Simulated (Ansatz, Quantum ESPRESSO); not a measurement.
## GaN (zinc blende): bulk modulus from a few volumes

How stiff is zinc blende GaN under hydrostatic load? Each row relaxes cell and atoms at a set pressure. The phase is followed to these pressures whether or not it stays the stable one.

Calculated with Ansatz 0.2.0, PBEsol, PAW files of the set soft_1, cutoff 600 eV, Fermi–Dirac smearing 0.02 eV, k-mesh 11×11×11, no spin polarisation, no spin-orbit coupling.

Reference cell, relaxed at zero pressure with PBEsol (F-43m): a = 3.1807 Å, b = 3.1807 Å, c = 3.1807 Å, α = 60.00°, β = 60.00°, γ = 60.00°.

```csv
atom,x,y,z
Ga,0.0000,0.0000,0.0000
N,0.7500,0.7500,0.7500
```

| V (Å³/atom) | V/V0 | P (GPa) | E − E0 (meV/atom) |
| --- | --- | --- | --- |
| 11.6340 | 1.0226 | −3.999 | 3.3 |
| 10.8448 | 0.9532 | 10.002 | 15.9 |
| 10.6219 | 0.9336 | 15.000 | 33.2 |
| 10.4202 | 0.9159 | 20.000 | 55.2 |
| 10.0673 | 0.8849 | 30.001 | 110.0 |

V0 = 11.3770 Å³ an atom, where the residual pressure P0 is 0.000 GPa. **Question.** Fit the Birch–Murnaghan law and give the pressure and the energy at V = 11.0942 Å³ an atom, a row left out above.

With the Eulerian strain f = ½[(V0/V)^(2/3) − 1] and F = (P − P0)/[3f(1 + 2f)^(5/2)], the third-order law is the line F = B0 + (3/2) B0 (B′ − 4) f.

```csv
f,F (GPa)
0.04248,192.02
0.03016,190.96
0.02342,190.37
0.01623,189.69
−0.00739,187.20
```

A straight line through the 5 rows: the means are 0.02098 for f and 190.05 for F, Σ(Δx)² = 0.00138 and ΣΔxΔy = 0.1341, so the slope is 0.1341/0.00138 = 97.148 and the intercept 190.05 − (97.148)(0.02098) = 188.01.

Hence B0 = 188.0 GPa and B′ = 4 + (97.1)/(1.5 × 188.0) = 4.34. For the withheld volume f = 0.00846, F = 188.83 GPa and P = 5.00 GPa. The run itself gives 5.00 GPa, so the estimate misses by 0.00 GPa, a rounding's worth.

Integrating the same law gives E − E0 = (9/2) B0 V0 f²[1 + (B′ − 4) f] + P0(V0 − V), with 1 GPa Å³ = 6.2415 meV: 4.3 meV an atom. The run itself gives 4.3 meV, so the estimate misses by 0.0 meV, a rounding's worth.

The same fit over all rows at other levels or in other programs gives B0 = 189 GPa with PBEsol (Quantum ESPRESSO, GBRV).

[Logs are printed without paths, hosts, clocks, repeated set-up lines and the standing remarks that a program may print on its own settings, such as how far it seeks lower states.]
